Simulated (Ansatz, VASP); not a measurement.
**One calculation of Te2Mo, two programs**

Contents of INCAR:

```
SYSTEM = Te2Mo
ALGO = Normal ; DIPOL = 0.5 0.5 0.500
EDIFF = 1E-6 ; ENCUT = 520
GGA = PE ; IDIPOL = 3
ISIF = 2 ; ISMEAR = 0
IVDW = 12 ; LASPH = .True.
LCHARG = .False. ; LDIPOL = .True.
LREAL = .False. ; LWAVE = .False.
NBANDS = 20 ; NELM = 60
PREC = Accurate ; SIGMA = 0.02
```

File KPOINTS:

```
k-points
0
Gamma
  9 9 1
  0 0 0
```

Contents of POSCAR:

```
Te2Mo
1.0
    3.7840000000      0.0000000000      0.0000000000
   -1.8920000000      3.2770401279      0.0000000000
    0.0000000000      0.0000000000     33.2698832047
Te Mo
2 1
Direct
    0.3333333333      0.6666666667      0.4491732511
    0.3333333333      0.6666666667      0.5508267489
    0.6666666667      0.3333333333      0.5000000000
```

Input for Ansatz:

```yaml
crystal:
  lattice:
    - [3.784, 0.0, 0.0]
    - [-1.892, 3.2770401279, 0.0]
    - [0.0, 0.0, 33.2698832047]
  atoms:
    - { symbol: Te, position: [0.3333333333, 0.6666666667, 0.4491732511] }
    - { symbol: Mo, position: [0.6666666667, 0.3333333333, 0.5] }
    - { symbol: Te, position: [0.3333333333, 0.6666666667, 0.5508267489] }
  periodic: [true, true, false]
basis:
  ecutwfc: 420
kpoints:
  mp_grid: { grid: [9, 9, 1] }
hamiltonian:
  xc: pbe
  pseudopotentials: { kind: paw, azcp: { folder: soft_1 } }
  dispersion: d3bj
scf:
  occupations: { method: gaussian, width: 0.02 }
output:
  forces: true
  stress: true
  eigenvalues: true
```

Alike in both runs: task single point; functional PBE; dispersion D3(BJ); k mesh 9 × 9 × 1; occupations gaussian, width 0.02 eV; no spin polarisation.

|  | VASP | Ansatz |
| --- | --- | --- |
| version | VASP 6.6.1 | Ansatz 0.2.0 |
| potentials or method | VASP PAW PBE potentials, release 64 (Te, Mo_sv) | scalar-relativistic, plane waves, PAW |
| plane-wave cutoff (eV) | 520 | 420 |
| valence electrons in the cell | 26 | 46 |

|  | VASP | Ansatz | Ansatz less VASP |
| --- | --- | --- | --- |
| gap on the k mesh at the Fermi level (eV) | 0.32 | 0.34 | +0.012 |
| least direct gap on the mesh (eV) | 0.65 | 0.66 | +0.001 |
| rms of the force components (eV/Å) | 0.921 | 0.912 | -0.0093 |

The two sets of potentials don't hold the same shells in valence. Ansatz warned: «dispersion_switch_in_reach».

Caveats: spin-orbit coupling is left out, which moves the levels of the heavy elements.
